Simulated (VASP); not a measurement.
A run of VASP 6.6.1:

Contents of INCAR:

```
SYSTEM = SiNi
PREC     = Accurate       ! precision mode
ENCUT    = 600            ! plane-wave cutoff, eV
EDIFF    = 1E-7           ! SCF threshold, eV
ISMEAR   = 1              ! smearing method
SIGMA    = 0.1            ! smearing width, eV
LREAL    = .FALSE.        ! projectors in reciprocal space
LASPH    = .TRUE.         ! aspherical terms in the spheres
NELM     = 80             ! most SCF steps
ALGO     = Normal         ! electronic algorithm
ISIF     = 3              ! what is computed and relaxed
LWAVE    = .FALSE.        ! write WAVECAR
LCHARG   = .FALSE.        ! write CHGCAR
GGA      = PS             ! functional
IBRION   = 2              ! ionic algorithm
NSW      = 90             ! ionic steps
EDIFFG   = -0.005         ! ionic threshold
PSTRESS  = 177.0        
KPAR     = 2
```

KPOINTS

```
Automatic mesh
0
G
  12 12 8
  0 0 0
```

Contents of POSCAR:

```
SiNi                                    
1.0
    2.8226484164      0.0000000000      0.0000000000
    0.0000000000      3.2173385805      0.0000000000
    0.0000000000      0.0000000000      4.5988410948
  Si              Ni            
     2     2
Direct
     0.0000000000000000    0.0000000000000000    0.1555858633738316
     0.5000000000000000    0.5000000000000000    0.8444141366261685
     0.0000000000000000    0.0000000000000000    0.6541964241102031
     0.5000000000000000    0.5000000000000000    0.3458035758897970
```

Potentials or basis: VASP PAW PBE potentials, release 64 (Si, Ni).

The run is started by

```bash
$ cat potpaw_PBE.64/Si/POTCAR potpaw_PBE.64/Ni/POTCAR > POTCAR
$ mpirun -np 2 vasp_std > vasp.out
```

Hardware: 2 MPI ranks on Intel(R) Xeon(R) Platinum 8488C (Sapphire Rapids), on a shared host.

Question: How long does it take, and how much memory?

Answer: Wall time 83 s on 2 MPI ranks on Intel(R) Xeon(R) Platinum 8488C (Sapphire Rapids), with other jobs on the host, peak memory 0.32 GiB a rank. Counts: scf iterations 22, k points 245, ion steps 2.
